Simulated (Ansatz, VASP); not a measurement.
**Ga4P in VASP and in Ansatz**

```xyz
10
Lattice="5.9037 0.0000 0.0000 0.0000 5.9037 0.0000 0.0000 0.0000 5.3362" Properties=species:S:1:pos:R:3 pbc="T T T"
Ga    3.9782    4.8774    1.3435
Ga    4.8774    1.9255    1.3435
Ga    1.0264    1.9255    3.9926
Ga    4.8774    3.9782    3.9926
Ga    3.9782    1.0264    3.9926
Ga    1.9255    4.8774    3.9926
Ga    1.9255    1.0264    1.3435
Ga    1.0264    3.9782    1.3435
P     2.9519    2.9519    0.0000
P     0.0000    0.0000    0.0000
```

Change from the starting cell: species swapped into the PtPb4 type (P4/nbm, No. 125).

Alike in both runs: task single point; functional PBE; k mesh 4 × 4 × 4; occupations gaussian, width 0.1 eV; no spin polarisation.

|  | VASP | Ansatz |
| --- | --- | --- |
| version | VASP 6.6.1 | Ansatz 0.2.0 |
| potentials or method | VASP PAW PBE potentials, release 64 (Ga_d, P) | scalar-relativistic, plane waves, PAW |
| plane-wave cutoff (eV) | 520 | 420 |
| valence electrons in the cell | 114 | 114 |

Ansatz gave:

* gap on the k mesh at the Fermi level (eV): none
* pressure (GPa): 3.9
* largest component of the traceless stress (GPa): 0.88
* rms of the force components (eV/Å): 0.436

**Question.** Estimate VASP's values.

**Answer.** gap on the k mesh at the Fermi level (eV): none; pressure (GPa): 4.0; largest component of the traceless stress (GPa): 0.88; rms of the force components (eV/Å): 0.438.

Atom by atom the forces differ by 0.002 eV/Å (rms over components). A gap of «none» marks a metal or a gap that the smearing closes.
